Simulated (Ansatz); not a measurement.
# S on Pd(111): change of the work function, part 2 of 4

Aim: the work function of Pd(111) at several coverages of S (fcc site), and the dipole that each adsorbate carries.

Ansatz 0.2.0; plane-wave DFT, PBE, Ansatz PAW.

So far, work function, upper face (eV): step 2 (the clean slab) 5.27.

## Step 3: Adsorbate added, k-mesh 4×4×1, coverage 0.111 ML

System of this step: Pd36S (S/Pd(111)). The cell holds 37 atoms: 36 Pd and 1 S. Cell: a = 8.252 Å, b = 8.252 Å, c = 26.791 Å, α = 90.0°, β = 90.0°, γ = 60.0°. Vacuum lies along c.

The clean slab as it ended is repeated in the plane and the adsorbate is set on one face; the cell's size fixes the coverage, and the k-mesh shrinks with it to keep the sampling density about even. Adsorbate and upper layers relax, since the dipole depends on the height.

The input, input.yaml:

```yaml
crystal:
  lattice:
    - [8.2519361365, 0.0, 0.0]
    - [4.1259680682, 7.1463863246, 0.0]
    - [0.0, 0.0, 26.7914800849]
  atoms:
    - { symbol: Pd, position: [0.0, 0.0, 0.3359276894] }
    - { symbol: Pd, position: [0.1111111111, 0.1111111111, 0.4197562998] }
    - { symbol: Pd, position: [0.2222222222, 0.2222222222, 0.5053802457] }
    - { symbol: Pd, position: [0.0, 0.0, 0.5913678637] }
    - { symbol: Pd, position: [0.0, 0.3333333333, 0.3359276894] }
    - { symbol: Pd, position: [0.1111111111, 0.4444444444, 0.4197562998] }
    - { symbol: Pd, position: [0.2222222222, 0.5555555556, 0.5053802457] }
    - { symbol: Pd, position: [0.0, 0.3333333333, 0.5913678637] }
    - { symbol: Pd, position: [0.0, 0.6666666667, 0.3359276894] }
    - { symbol: Pd, position: [0.1111111111, 0.7777777778, 0.4197562998] }
    - { symbol: Pd, position: [0.2222222222, 0.8888888889, 0.5053802457] }
    - { symbol: Pd, position: [0.0, 0.6666666667, 0.5913678637] }
    - { symbol: Pd, position: [0.3333333333, 0.0, 0.3359276894] }
    - { symbol: Pd, position: [0.4444444444, 0.1111111111, 0.4197562998] }
    - { symbol: Pd, position: [0.5555555556, 0.2222222222, 0.5053802457] }
    - { symbol: Pd, position: [0.3333333333, 0.0, 0.5913678637] }
    - { symbol: Pd, position: [0.3333333333, 0.3333333333, 0.3359276894] }
    - { symbol: Pd, position: [0.4444444444, 0.4444444444, 0.4197562998] }
    - { symbol: Pd, position: [0.5555555556, 0.5555555556, 0.5053802457] }
    - { symbol: Pd, position: [0.3333333333, 0.3333333333, 0.5913678637] }
    - { symbol: Pd, position: [0.3333333333, 0.6666666667, 0.3359276894] }
    - { symbol: Pd, position: [0.4444444444, 0.7777777778, 0.4197562998] }
    - { symbol: Pd, position: [0.5555555556, 0.8888888889, 0.5053802457] }
    - { symbol: Pd, position: [0.3333333333, 0.6666666667, 0.5913678637] }
    - { symbol: Pd, position: [0.6666666667, 0.0, 0.3359276894] }
    - { symbol: Pd, position: [0.7777777778, 0.1111111111, 0.4197562998] }
    - { symbol: Pd, position: [0.8888888889, 0.2222222222, 0.5053802457] }
    - { symbol: Pd, position: [0.6666666667, 0.0, 0.5913678637] }
    - { symbol: Pd, position: [0.6666666667, 0.3333333333, 0.3359276894] }
    - { symbol: Pd, position: [0.7777777778, 0.4444444444, 0.4197562998] }
    - { symbol: Pd, position: [0.8888888889, 0.5555555556, 0.5053802457] }
    - { symbol: Pd, position: [0.6666666667, 0.3333333333, 0.5913678637] }
    - { symbol: Pd, position: [0.6666666667, 0.6666666667, 0.3359276894] }
    - { symbol: Pd, position: [0.7777777778, 0.7777777778, 0.4197562998] }
    - { symbol: Pd, position: [0.8888888889, 0.8888888889, 0.5053802457] }
    - { symbol: Pd, position: [0.6666666667, 0.6666666667, 0.5913678637] }
    - { symbol: S, position: [0.1111111111, 0.1111111111, 0.6640723106] }
kpoints:
  mp_grid: { grid: [4, 4, 1] }
hamiltonian:
  xc: pbe
scf:
  occupations: { method: fermi_dirac, width: 0.1 }
  convergence: { dr2_threshold: 1.0e-08 }
efield:
  axis: 3
  dipole_correction: true
  ramp_position: 0.97
  ramp_width: 0.06
relax:
  f_tol: 0.02
  max_steps: 60
  constraints:
    - { sites: [0, 1, 4, 5, 8, 9, 12, 13, 16, 17, 20, 21, 24, 25, 28, 29, 32, 33] }
output:
  write_potential: true
  write_density: true
  volumetric_format: npy
```

The run is started by

```console
$ ansatz run input.yaml --threads 4 --pin off --max-ram 16384MiB --backend cpu --events-out ev --progress --plain --runs-dir out
```

Numbers of over 12 decimals in the logs are rounded to 6 here.

The program printed:

```text
[...]
Crystal: 37 atoms, lattice volume = 1579.934 Å³
Basis set: ecut = 420 eV, 30839 PW (Γ), exchange–correlation on 120×120×360 points (8 copies of the dense FFT grid, shifted against one another)
Bands: 393, of which v1, the nominal top of the filled ones, is band 327 counted from 1 (326 counted from 0)
Symmetry: 6 space group operations
[...]
k-points: 4 of 16 (time reversal used)
[...]
SCF iter   1: F=—  HF=-251917.332047 eV  |F-HF|=—  |Δ(HF+E_count)|=         —  Δρ=9.67e-3  dr2=1.08e1  ethr=1.77e-3  p=-0.059 e·Å  D=-6.81e-3 V/Å  ΔV_dip=0.18 eV  dr2_dipole=3.35e-1  V_vac-E_F(+/−)=5.11/4.93 eV  ⟨swp⟩=7.5  Hψ=6849  notcnv=0  defer=74
[...]
SCF iter  14: F=-251917.055882 eV  HF=-251917.055882 eV  |F-HF|=4.06e-8  |Δ(HF+E_count)|=   3.22e-8  Δρ=3.40e-7  dr2=5.38e-9  ethr=1.53e-12  p=-0.080 e·Å  D=-9.13e-3 V/Å  ΔV_dip=0.24 eV  dr2_dipole=5.03e-13  V_vac-E_F(+/−)=5.48/5.24 eV  ⟨swp⟩=8.0  Hψ=9062  notcnv=0
SCF 1 converged in 14 iterations: F = -251917.055882 eV  dr2 = 5.38e-9
[...]
relax step   1: F+E_penalty+E_count = -251917.05588188 eV  Δ(F+E_penalty+E_count) = +0.000e0 eV  max|allowed force component| = 2.920e0 eV/Å  Δτ_max = 0.0000 Å  (14 SCF iters, accepted)
[...]
SCF iter  13: F=-251917.622268 eV  HF=-251917.622268 eV  |F-HF|=1.87e-8  |Δ(HF+E_count)|=   5.73e-8  Δρ=3.62e-7  dr2=5.24e-9  ethr=1.53e-12  p=-0.036 e·Å  D=-4.11e-3 V/Å  ΔV_dip=0.11 eV  dr2_dipole=9.20e-11  V_vac-E_F(+/−)=5.34/5.23 eV  ⟨swp⟩=8.0  Hψ=8643  notcnv=0
SCF 2 converged in 13 iterations: F = -251917.622268 eV  dr2 = 5.24e-9
relax step   2: F+E_penalty+E_count = -251917.62226843 eV  Δ(F+E_penalty+E_count) = -5.664e-1 eV  max|allowed force component| = 1.744e0 eV/Å  Δτ_max = 0.1948 Å  (13 SCF iters, accepted)
SCF iter   1: F=—  HF=-251917.820102 eV  |F-HF|=—  |Δ(HF+E_count)|=         —  Δρ=3.73e-3  dr2=7.67e-1  ethr=1.41e-3  p=-0.036 e·Å  D=-4.11e-3 V/Å  ΔV_dip=0.11 eV  dr2_dipole=2.06e-1  V_vac-E_F(+/−)=5.34/5.23 eV  ⟨swp⟩=4.2  Hψ=3114  notcnv=0  defer=154
[...]
SCF iter  12: F=-251917.772065 eV  HF=-251917.772065 eV  |F-HF|=1.81e-8  |Δ(HF+E_count)|=   2.66e-8  Δρ=4.16e-7  dr2=6.96e-9  ethr=1.53e-12  p=-0.002 e·Å  D=-2.67e-4 V/Å  ΔV_dip=0.01 eV  dr2_dipole=7.48e-11  V_vac-E_F(+/−)=5.24/5.23 eV  ⟨swp⟩=8.0  Hψ=9369  notcnv=0
SCF 3 converged in 12 iterations: F = -251917.772065 eV  dr2 = 6.96e-9
[...]
relax step   3: F+E_penalty+E_count = -251917.77206511 eV  Δ(F+E_penalty+E_count) = -1.498e-1 eV  max|allowed force component| = 5.999e-1 eV/Å  Δτ_max = 0.1996 Å  (12 SCF iters, accepted)
[...]
relax step   4: F+E_penalty+E_count = -251917.79452771 eV  Δ(F+E_penalty+E_count) = -2.246e-2 eV  max|allowed force component| = 8.452e-2 eV/Å  Δτ_max = 0.0295 Å  (12 SCF iters, accepted)
SCF iter   1: F=—  HF=-251917.794627 eV  |F-HF|=—  |Δ(HF+E_count)|=         —  Δρ=3.84e-4  dr2=2.83e-3  ethr=5.29e-6  p=-0.012 e·Å  D=-1.33e-3 V/Å  ΔV_dip=0.04 eV  dr2_dipole=1.02e-4  V_vac-E_F(+/−)=5.27/5.23 eV  ⟨swp⟩=2.5  Hψ=2723  notcnv=0  defer=146
[...]
SCF iter   9: F=-251917.795500 eV  HF=-251917.795500 eV  |F-HF|=2.26e-8  |Δ(HF+E_count)|=   8.43e-8  Δρ=4.36e-7  dr2=5.42e-9  ethr=1.53e-12  p=-0.011 e·Å  D=-1.21e-3 V/Å  ΔV_dip=0.03 eV  dr2_dipole=6.48e-12  V_vac-E_F(+/−)=5.27/5.23 eV  ⟨swp⟩=6.8  Hψ=9724  notcnv=0
SCF 5 converged in 9 iterations: F = -251917.795500 eV  dr2 = 5.42e-9
relax step   5: F+E_penalty+E_count = -251917.79549968 eV  Δ(F+E_penalty+E_count) = -9.720e-4 eV  max|allowed force component| = 6.513e-3 eV/Å  Δτ_max = 0.0060 Å  (9 SCF iters, accepted)
NSCF: frozen V_eff on 4 k-points
[...]
SCF converged after 9 iterations
Free energy (F): -251917.795500 eV
[...]
Internal energy: -251915.483713 eV  (E = F + TS)
E sigma→0 (E₀):  -251916.639606 eV
Entropy (-TS):   -2.311787 eV (-62.481 meV/atom)
Fermi energy:    3.320620 eV
Dipole field:    D = -0.001211 V/Å  (p = -0.010575 e·Å, saw-weighted, corrected)
Work function:   Φ+ = 5.2659 eV   Φ− = 5.2335 eV
[...]
--- Forces (eV/Å), atoms counted from 1 ---
  atom   1  Pd     0.01219442     0.00704045    -0.29494972
  atom   2  Pd     0.00000000     0.00000000     0.36794701
  atom   3  Pd     0.00156428     0.00090314    -0.00036679
  atom   4  Pd     0.00127915     0.00073852     0.00072577
  atom   5  Pd     0.00000000    -0.01408090    -0.29494972
  atom   6  Pd    -0.01787848     0.02611360     0.32956351
  atom   7  Pd     0.00017355    -0.00010020     0.00191971
  atom   8  Pd     0.00000000    -0.00147704     0.00072577
  atom   9  Pd     0.01013901    -0.00585376    -0.31568367
  atom  10  Pd    -0.03155428     0.00242642     0.32956351
  atom  11  Pd     0.00000000    -0.00180628    -0.00036679
  atom  12  Pd     0.00013716    -0.00007919    -0.00114851
  atom  13  Pd    -0.01219442     0.00704045    -0.29494972
  atom  14  Pd     0.01367580    -0.02854002     0.32956351
  atom  15  Pd    -0.00000000     0.00020040     0.00191971
  atom  16  Pd    -0.00127915     0.00073852     0.00072577
  atom  17  Pd     0.02658401     0.01534829    -0.32448311
  atom  18  Pd     0.00000000     0.00000000     0.29614615
  atom  19  Pd    -0.00017355    -0.00010020     0.00191971
  atom  20  Pd     0.00017821     0.00010289    -0.00162312
  atom  21  Pd     0.00000000    -0.03069657    -0.32448311
  atom  22  Pd     0.03155428     0.00242642     0.32956351
  atom  23  Pd     0.00133735    -0.00077212     0.00206210
  atom  24  Pd     0.00000000    -0.00020578    -0.00162312
  atom  25  Pd    -0.00000000     0.01170752    -0.31568367
  atom  26  Pd    -0.01367580    -0.02854002     0.32956351
  atom  27  Pd    -0.00156428     0.00090314    -0.00036679
  atom  28  Pd    -0.00000000     0.00015838    -0.00114851
  atom  29  Pd    -0.02658401     0.01534829    -0.32448311
  atom  30  Pd     0.01787848     0.02611360     0.32956351
  atom  31  Pd    -0.00000000     0.00154423     0.00206210
  atom  32  Pd    -0.00017821     0.00010289    -0.00162312
  atom  33  Pd    -0.01013901    -0.00585376    -0.31568367
  atom  34  Pd     0.00000000     0.00000000     0.16559328
  atom  35  Pd    -0.00133735    -0.00077212     0.00206210
  atom  36  Pd    -0.00013716    -0.00007919    -0.00114851
  atom  37  S      0.00000000    -0.00000000    -0.00651256
  max |Σ_I F_I| component: 8.70e-5 eV/Å
--- Band table (eV) ---
  k-point 0: bands = [... 323 lower, 2.9995, 3.0083, 3.0520, 3.0520, 3.0741, 3.0782, 3.1180, 3.1180, ... 62 higher]
  k-point 1: bands = [... 323 lower, 3.1607, 3.1794, 3.1934, 3.2388, 3.2840, 3.2873, 3.3016, 3.3106, ... 62 higher]
  k-point 2: bands = [... 323 lower, 3.2639, 3.2684, 3.2940, 3.3806, 3.4017, 3.4250, 3.4525, 3.4592, ... 62 higher]
  k-point 3: bands = [... 323 lower, 3.2421, 3.2907, 3.3151, 3.3320, 3.3392, 3.3650, 3.4063, 3.4610, ... 62 higher]
--- Relaxed structure (5 steps of the walk, 5 accepted, 0 SCFs on fresh bases) ---
  F+E_penalty+E_count = -251917.79549968 eV   max|allowed force component| = 6.513e-3 eV/Å
  atoms:
    - { symbol: Pd, position: [1.1111113280699722e-11, 1.1111113280699718e-11, 0.3359276894] }
    - { symbol: Pd, position: [0.111111, 0.111111, 0.419756] }
    - { symbol: Pd, position: [0.222171, 0.222171, 0.505570] }
    - { symbol: Pd, position: [-0.0045014, -0.0045014, 0.593554] }
    - { symbol: Pd, position: [1.1111112030448567e-11, 0.333333, 0.3359276894] }
    - { symbol: Pd, position: [0.111111, 0.444444, 0.419756] }
    - { symbol: Pd, position: [0.222147, 0.555593, 0.505269] }
    - { symbol: Pd, position: [-0.0045014, 0.342336, 0.593554] }
    - { symbol: Pd, position: [-2.2222224060897133e-11, 0.666667, 0.3359276894] }
    - { symbol: Pd, position: [0.111111, 0.777778, 0.419756] }
    - { symbol: Pd, position: [0.222171, 0.888991, 0.505570] }
    - { symbol: Pd, position: [-0.00029406, 0.666814, 0.591633] }
    - { symbol: Pd, position: [0.333333, 1.1111113280699718e-11, 0.3359276894] }
    - { symbol: Pd, position: [0.444444, 0.111111, 0.419756] }
    - { symbol: Pd, position: [0.555593, 0.222147, 0.505269] }
    - { symbol: Pd, position: [0.342336, -0.0045014, 0.593554] }
    - { symbol: Pd, position: [0.333333, 0.333333, 0.3359276894] }
    - { symbol: Pd, position: [0.444444, 0.444444, 0.419756] }
    - { symbol: Pd, position: [0.555593, 0.555593, 0.505269] }
    - { symbol: Pd, position: [0.334935, 0.334935, 0.591376] }
    - { symbol: Pd, position: [0.333333, 0.666667, 0.3359276894] }
    - { symbol: Pd, position: [0.444444, 0.777778, 0.419756] }
    - { symbol: Pd, position: [0.554847, 0.889243, 0.506075] }
    - { symbol: Pd, position: [0.334935, 0.663464, 0.591376] }
    - { symbol: Pd, position: [0.666667, -2.2222204306928896e-11, 0.3359276894] }
    - { symbol: Pd, position: [0.777778, 0.111111, 0.419756] }
    - { symbol: Pd, position: [0.888991, 0.222171, 0.505570] }
    - { symbol: Pd, position: [0.666814, -0.00029406, 0.591633] }
    - { symbol: Pd, position: [0.666667, 0.333333, 0.3359276894] }
    - { symbol: Pd, position: [0.777778, 0.444444, 0.419756] }
    - { symbol: Pd, position: [0.889243, 0.554847, 0.506075] }
    - { symbol: Pd, position: [0.663464, 0.334935, 0.591376] }
    - { symbol: Pd, position: [0.666667, 0.666667, 0.3359276894] }
    - { symbol: Pd, position: [0.777778, 0.777778, 0.419756] }
    - { symbol: Pd, position: [0.889243, 0.889243, 0.506075] }
    - { symbol: Pd, position: [0.666814, 0.666814, 0.591633] }
    - { symbol: S, position: [0.111111, 0.111111, 0.649988] }
```

Run time: 12 min. Hardware: 4 threads of Arm Neoverse V1, shared host; peak memory 10 GiB.

Relaxation path:

```
step  energy less that of the first step (eV)  largest force component (eV/Å)
   1                                   0.0000                          2.9202
   2                                  -0.5664                          1.7444
   3                                  -0.7162                          0.5998
   4                                  -0.7386                          0.0845
   5                                  -0.7396                          0.0065
```

Forces are held to the 6 operations that the run works with; a distortion that breaks them can't arise in this run.

The atoms that moved most (Å):

```
atom      dx      dy      dz  length
 S37   0.000   0.000  -0.377   0.377
Pd16   0.056  -0.032   0.059   0.087
 Pd4  -0.056  -0.032   0.059   0.087
 Pd8   0.000   0.064   0.059   0.087
Pd24   0.000  -0.023   0.000   0.023
Pd20   0.020   0.011   0.000   0.023
Pd32  -0.020   0.011   0.000   0.023
Pd35   0.004   0.003   0.019   0.019
```

The relaxed structure:

```cif
data_structure
_symmetry_space_group_name_H-M 'P 1'
_symmetry_Int_Tables_number 1
_cell_length_a 8.2519
_cell_length_b 8.2519
_cell_length_c 26.7915
_cell_angle_alpha 90.000
_cell_angle_beta 90.000
_cell_angle_gamma 60.000
_cell_volume 1579.93
loop_
_atom_site_label
_atom_site_type_symbol
_atom_site_fract_x
_atom_site_fract_y
_atom_site_fract_z
_atom_site_occupancy
Pd1 Pd 0.00000 0.00000 0.33593 1
Pd2 Pd 0.11111 0.11111 0.41976 1
Pd3 Pd 0.22217 0.22217 0.50557 1
Pd4 Pd 0.99550 0.99550 0.59355 1
Pd5 Pd 0.00000 0.33333 0.33593 1
Pd6 Pd 0.11111 0.44444 0.41976 1
Pd7 Pd 0.22215 0.55559 0.50527 1
Pd8 Pd 0.99550 0.34234 0.59355 1
Pd9 Pd 0.00000 0.66667 0.33593 1
Pd10 Pd 0.11111 0.77778 0.41976 1
Pd11 Pd 0.22217 0.88899 0.50557 1
Pd12 Pd 0.99971 0.66681 0.59163 1
Pd13 Pd 0.33333 0.00000 0.33593 1
Pd14 Pd 0.44444 0.11111 0.41976 1
Pd15 Pd 0.55559 0.22215 0.50527 1
Pd16 Pd 0.34234 0.99550 0.59355 1
Pd17 Pd 0.33333 0.33333 0.33593 1
Pd18 Pd 0.44444 0.44444 0.41976 1
Pd19 Pd 0.55559 0.55559 0.50527 1
Pd20 Pd 0.33493 0.33493 0.59138 1
Pd21 Pd 0.33333 0.66667 0.33593 1
Pd22 Pd 0.44444 0.77778 0.41976 1
Pd23 Pd 0.55485 0.88924 0.50607 1
Pd24 Pd 0.33493 0.66346 0.59138 1
Pd25 Pd 0.66667 0.00000 0.33593 1
Pd26 Pd 0.77778 0.11111 0.41976 1
Pd27 Pd 0.88899 0.22217 0.50557 1
Pd28 Pd 0.66681 0.99971 0.59163 1
Pd29 Pd 0.66667 0.33333 0.33593 1
Pd30 Pd 0.77778 0.44444 0.41976 1
Pd31 Pd 0.88924 0.55485 0.50607 1
Pd32 Pd 0.66346 0.33493 0.59138 1
Pd33 Pd 0.66667 0.66667 0.33593 1
Pd34 Pd 0.77778 0.77778 0.41976 1
Pd35 Pd 0.88924 0.88924 0.50607 1
Pd36 Pd 0.66681 0.66681 0.59163 1
S37 S 0.11111 0.11111 0.64999 1
```

This step gave:

```yaml
energy_at_zero_smearing: -251916.6396 eV
work_function_upper_face: 5.266 eV
work_function_lower_face: 5.233 eV
dipole_along_the_normal: -0.01057 e·Å
step_between_the_vacuum_levels: 0.03244 eV
```

Running mean over 2.246 Å of the planar mean; the ramp of the sawtooth is left out. Table of electron's electrostatic potential energy less the Fermi level by z:

```
z (Å)  electron's electrostatic potential energy less the Fermi level (eV)
  3.5                                                                 5.23
  4.0                                                                 5.23
  4.5                                                                 5.23
  5.0                                                                 5.23
  5.5                                                                 5.22
  6.0                                                                 5.18
  6.5                                                                 5.02
  7.0                                                                 4.39
  7.5                                                                 1.77
  8.0                                                                -3.12
  8.5                                                                -7.04
  9.0                                                                -8.25
  9.5                                                                -8.43
 10.0                                                                -8.48
 10.5                                                                -8.51
 11.0                                                                -8.56
 11.5                                                                -8.49
 12.0                                                                -8.19
 12.5                                                                -8.05
 13.0                                                                -8.31
 13.5                                                                -8.49
 14.0                                                                -8.28
 14.5                                                                -7.87
 15.0                                                                -7.93
 15.5                                                                -8.36
 16.0                                                                -8.49
 16.5                                                                -7.03
 17.0                                                                -2.77
 17.5                                                                 1.67
 18.0                                                                 3.72
 18.5                                                                 4.51
 19.0                                                                 4.99
 19.5                                                                 5.21
 20.0                                                                 5.25
 20.5                                                                 5.26
 21.0                                                                 5.27
 21.5                                                                 5.27
 22.0                                                                 5.27
 22.5                                                                 5.27
 23.0                                                                 5.27
 23.5                                                                 5.27
```

The relaxation took 5 steps and lowered the energy by 0.74 eV; the largest force on the free atoms ends at 0.0065 eV/Å.

The covered face has 5.27 eV, -0.00 eV against the clean one; the bare back face has moved by -0.02 eV, a measure of how thin the slab is.

[end of part 2 of 4]

[Logs are printed without paths, hosts, clocks, repeated set-up lines and the standing remarks that a program may print on its own settings, such as how far it seeks lower states.]

[Hosts, paths, dates, database ids (printed as entryN), source tags and the programs' standing remarks are cut or masked in the printed files.]

[Maps of the electrostatic potential energy from Ansatz leave out the sawtooth potential of an applied field or a dipole correction, so their vacuum need not be flat; planar profiles and work functions include it.]
